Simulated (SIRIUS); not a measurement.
Crystal: Ni.

```xyz
1
Lattice="-1.3837 1.3837 1.3837 1.3837 -1.3837 1.3837 1.3837 1.3837 -1.3837" Properties=species:S:1:pos:R:3 pbc="T T T"
Ni    0.0000    0.0000    0.0000
```

This isn't the form of Ni at room conditions, which is fcc.

Base run:

| Quantity | Value |
| --- | --- |
| Program | SIRIUS 7.10.0 |
| Functional | HTBS |
| Potentials or basis | PseudoDojo 0.5 PBE stringent (scalar relativistic) |
| Cutoff | 1416 eV |
| Density cutoff | 5662 eV |
| k mesh | 9 × 9 × 9 |
| Occupations | methfessel-paxton, width 0.2 eV |
| Spin | collinear spin, ferromagnetic start |
| Starting moments | [1.0] μB |
| Fixed moment | 0 μB |

Its results: pressure -3.0 GPa.

Q: After a change of settings the same cell gave: pressure 1.2 GPa. Which change was it?
A. fixed moment from 0 μB to 0.25 μB
B. fixed moment from 0 μB to 0.75 μB
C. fixed moment from 0 μB to 1 μB
D. fixed moment from 0 μB to 0.5 μB

A: B.

Caveats: the potentials were made for another functional, which shifts forces and pressure; the total moment is fixed, so each spin has its own Fermi level.

Runs at the PBE level aren't shown here.
